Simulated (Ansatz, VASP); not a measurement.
## W in VASP and in Ansatz

```
W
1.0
     2.73474    0.00000    0.00000
    -1.36737    2.36836    0.00000
     0.00000    0.00000    4.86068
W
2
Direct
  0.33333 0.66667 0.25000
  0.66667 0.33333 0.75000
```

Alike in both runs: functional LDA; k mesh 18 × 18 × 10; occupations gaussian, width 0.1 eV; no spin polarisation.

Ansatz relaxed the structure, and its values are those at the end. VASP's run is a single point on that final structure, the one shown.

```csv
,VASP,Ansatz
version,VASP 6.6.1,Ansatz 0.2.0
potentials or method,"VASP PAW LDA potentials, release 64 (W_sv)","scalar-relativistic, plane waves, PAW"
plane-wave cutoff (eV),520,420
valence electrons in the cell,28,28
```

```csv
,VASP,Ansatz,Ansatz less VASP
gap on the k mesh at the Fermi level (eV),none,none,-
pressure (GPa),1.8,0.0,-1.76
```

A gap of «none» marks a metal or a gap that the smearing closes.

Spin-orbit coupling is left out, which matters for the levels of W.
